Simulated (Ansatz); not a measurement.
## ZnO: short molecular dynamics at 2600 K

Method: Ansatz, DFT PBEsol, scalar-relativistic, plane waves, PAW. Settings: plane waves to 420 eV, k-mesh 2×2×2 (shifted by 0.5, 0.5, 0.5 steps), Fermi–Dirac smearing 0.22 eV. The mesh is coarse. No spin polarisation.

16 atoms, starting at 1.10 times the perfect crystal's volume (space group P4_2/mnm, not the usual structure, the cell as given, not relaxed at this level); Langevin thermostat at 2600 K (friction 0.02 fs⁻¹), fixed cell; 42 steps of 4 fs. The run is short and not equilibrated. The time step is on the long side.

First frame:

```
Zn O
1.0
     0.00000    5.69568   -3.36397
     0.00000   -5.69568   -3.36397
    -5.69568    0.00000    3.36397
Zn O
8 8
Direct
  0.25000 0.06803 0.81803
  0.75000 0.56803 0.81803
  0.25000 0.43197 0.18197
  0.75000 0.93197 0.18197
  0.31803 0.00000 0.31803
  0.81803 0.50000 0.31803
  0.68197 0.00000 0.68197
  0.18197 0.50000 0.68197
  0.93275 0.75000 0.18275
  0.43275 0.25000 0.18275
  0.56725 0.75000 0.81725
  0.06725 0.25000 0.81725
  0.50000 0.81725 0.31725
  0.00000 0.31725 0.31725
  0.50000 0.18275 0.68275
  0.00000 0.68275 0.68275
```

```yaml
Mean_temperature_over_the_second_half: 2098 K
Mean_pressure_over_the_second_half_kinetic_part_included: -4.9 GPa
Mean_potential_energy_above_the_perfect_crystal_as_given_at_volume_ratio_1;_besides_heat_the_difference_comes_from_the_volume_10_%_larger;_its_own_run_had_another_smearing_without_effect_beside_its_gap: 309 meV/atom
Mean-square_drift_of_O_from_first_to_last_step_mean_shift_of_all_atoms_removed: 0.07 Å²
Mean-square_drift_of_Zn_from_first_to_last_step_mean_shift_of_all_atoms_removed: 0.20 Å²
```

Pair distribution functions g(r), second half of the run, up to half the cell's height:

```csv
r (Å),O-Zn
1.55,0.0
1.65,0.4
1.75,1.3
1.85,4.0
1.95,3.3
2.05,4.0
2.15,3.8
2.25,1.5
2.35,1.1
2.45,0.7
```

Along the run (potential energy from its first value; pressure with the kinetic part):

| t (fs) | T (K) | ΔE_pot (meV/atom) | P (GPa) |
| --- | --- | --- | --- |
| 0.0 | 2438 | 0.0 | -8.8 |
| 4.0 | 1830 | 19.7 | -8.6 |
| 8.0 | 1168 | 70.8 | -7.6 |
| 12.0 | 1012 | 114.2 | -6.6 |
| 16.0 | 1238 | 123.5 | -6.3 |
| 20.0 | 1449 | 121.1 | -6.4 |
| 24.0 | 1452 | 123.4 | -6.4 |
| 28.0 | 1213 | 133.5 | -6.2 |
| 32.0 | 1371 | 150.7 | -5.2 |
| 36.0 | 1487 | 163.0 | -4.4 |
| 40.0 | 1382 | 160.5 | -4.6 |
| 44.0 | 1613 | 147.0 | -5.0 |
| 48.0 | 1683 | 144.2 | -5.5 |
| 52.0 | 1408 | 158.8 | -6.0 |
| 56.0 | 1454 | 175.9 | -6.2 |
| 60.0 | 1550 | 191.1 | -6.4 |
| 64.0 | 1601 | 201.1 | -6.6 |
| 68.0 | 1811 | 203.6 | -6.9 |
| 72.0 | 1682 | 212.7 | -7.2 |
| 76.0 | 1582 | 217.6 | -7.5 |
| 80.0 | 1810 | 222.4 | -7.2 |
| 84.0 | 1600 | 236.5 | -6.7 |
| 88.0 | 1705 | 254.2 | -5.5 |
| 92.0 | 1493 | 277.8 | -4.2 |
| 96.0 | 1516 | 297.9 | -2.8 |
| 100.0 | 1543 | 299.7 | -2.3 |
| 104.0 | 1798 | 260.7 | -3.3 |
| 108.0 | 2437 | 206.0 | -4.6 |
| 112.0 | 2868 | 177.0 | -5.3 |
| 116.0 | 2680 | 195.1 | -5.0 |
| 120.0 | 2461 | 227.3 | -4.2 |
| 124.0 | 2358 | 232.4 | -4.1 |
| 128.0 | 2179 | 224.2 | -4.7 |
| 132.0 | 2240 | 239.6 | -4.6 |
| 136.0 | 2085 | 280.9 | -4.1 |
| 140.0 | 2033 | 306.7 | -4.2 |
| 144.0 | 2246 | 290.5 | -5.5 |
| 148.0 | 2212 | 274.0 | -6.8 |
| 152.0 | 2601 | 269.8 | -6.6 |
| 156.0 | 2354 | 272.0 | -6.5 |
| 160.0 | 1937 | 279.0 | -6.3 |
| 164.0 | 1982 | 286.5 | -5.5 |
| 168.0 | 1830 | 293.4 | -4.7 |

Cost: 1 run of about 15 core-minutes (earlier runs that led there not counted), on Arm Neoverse N1 (shared hosts).